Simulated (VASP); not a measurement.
Set up this calculation in VASP 6.6.1, as the native input.

| Property | Result |
| --- | --- |
| Task | single point |
| Functional | PBE |
| Potentials or basis | VASP PAW PBE potentials, release 64 (Ti_sv, H) |
| Cutoff | 520 eV |
| k mesh | 12 × 12 × 1 |
| Occupations | gaussian, width 0.1 eV |
| Spin | no spin polarisation |
| Dipole correction | yes |
| Further INCAR settings | ALGO = Fast; EDIFF = 1e-07; NBANDS = 18 |

The structure of TiH5 lies in POSCAR:

```
TiH5
1.0
    3.0572321011      0.0000002617      0.0000000000
   -1.5286162772      2.6476405339      0.0000000000
    0.0000000000      0.0000000000     29.5853040000
Ti H
1 5
Direct
    0.6666666667      0.3333333333      0.2873048051
    0.3333333333      0.6666666667      0.3239394362
    0.3333333333      0.6666666667      0.2506701740
    0.6666666667      0.3333333333      0.2274207087
    0.6666666667      0.3333333333      0.3471889016
    0.0000000000      0.0000000000      0.2873048051
```

The cell was built by a generator and needn't be a form met in nature.

One way to write it, as run:

INCAR

```
PREC = Accurate
ENCUT = 520
EDIFF = 1E-7
ISMEAR = 0
SIGMA = 0.1
LREAL = False
LASPH = True
NELM = 100
ALGO = Fast
ISIF = 2
LWAVE = False
LCHARG = False
LDIPOL = True
IDIPOL = 3
DIPOL = 0.5 0.5 0.287
GGA = PE
NBANDS = 18
```

KPOINTS

```
Automatic mesh
0
Gamma
  12 12 1
```

Potentials or basis: VASP PAW PBE potentials, release 64 (Ti_sv, H).

Command:

```bash
$ cat potpaw_PBE.64/Ti_sv/POTCAR potpaw_PBE.64/H/POTCAR > POTCAR
$ mpirun -np 1 vasp_std > vasp.out
```

Results of the run:

```yaml
Largest_force: 0.026 eV/Å
Band_gap_on_the_k_mesh: none (metal or under the smearing width)
```

Wall time 2.2 min on 1 thread of AMD EPYC 9R45 96-Core Processor (Zen 5), on a shared host, peak memory 0.36 GiB.
